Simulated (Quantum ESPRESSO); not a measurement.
MoS2:

```
Mo S
1.0
     1.58550    0.91539    6.11500
    -1.58550    0.91539    6.11500
     0.00000   -1.83078    6.11500
Mo S
1 2
Direct
  0.00000 0.00000 0.00000
  0.25000 0.25000 0.25000
  0.75000 0.75000 0.75000
```

Measurements of this composition are mostly on another form, of space group No. 194.

Base run:

| Item | Value |
| --- | --- |
| Program | Quantum ESPRESSO 7.5 |
| Functional | LDA |
| Potentials or basis | GBRV 1.5 LDA |
| Cutoff | 612 eV |
| Density cutoff | 4898 eV |
| k mesh | 10 × 10 × 10 |
| Occupations | fermi-dirac, width 0.05 eV |
| Spin | no spin polarisation |

Its results: band gap on the k mesh none (metal or under the smearing width); pressure -0.1 GPa; largest force 0.578 eV/Å.

Q: The run is repeated on the same cell with these changes: functional from LDA to PBEsol; potentials or basis from GBRV 1.5 LDA to GBRV 1.5 PBEsol. What comes out?

A: Band gap on the k mesh none (metal or under the smearing width); pressure 2.5 GPa; largest force 0.739 eV/Å.

Caveats: the cell's inner coordinates are idealised or old, which leaves forces on the atoms; some levels on the path didn't converge (some runs).
